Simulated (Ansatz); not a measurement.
# Convergence of Rh

```xyz
1
Lattice="0.0000 1.9016 1.9016 1.9016 0.0000 1.9016 1.9016 1.9016 0.0000" Properties=species:S:1:pos:R:3 pbc="T T T"
Rh    0.0000    0.0000    0.0000
```

The cell comes from COD entry 9008482, which wasn't checked; take it as a given geometry.

Computed with DFT, PBE, PAW with Ansatz's default frozen-core files, scalar-relativistic (Ansatz 0.2.0).

Numerical set-up: a Γ-centred 16×16×16 k mesh, Fermi–Dirac smearing of 0.08 eV, cutoff 420 eV, no spin polarisation. One setting is then changed at a time.

| k mesh | free energy less the base's (meV/atom) | P (GPa) |
| --- | --- | --- |
| 16×16×16 (base) | 0.0 | 6.02 |
| 5×5×5 | 134 | 8.82 |
| 8×8×8 | 26.9 | ? |
| 12×12×12 | 0.2 | ? |
| 22×22×22 | 0.3 | 5.96 |

**Question.** Fill in "P (GPa)" for the row "12×12×12".

**Answer.** 5.77.

**Question.** What belongs in the row "8×8×8", column "P (GPa)"?

**Answer.** 6.85.
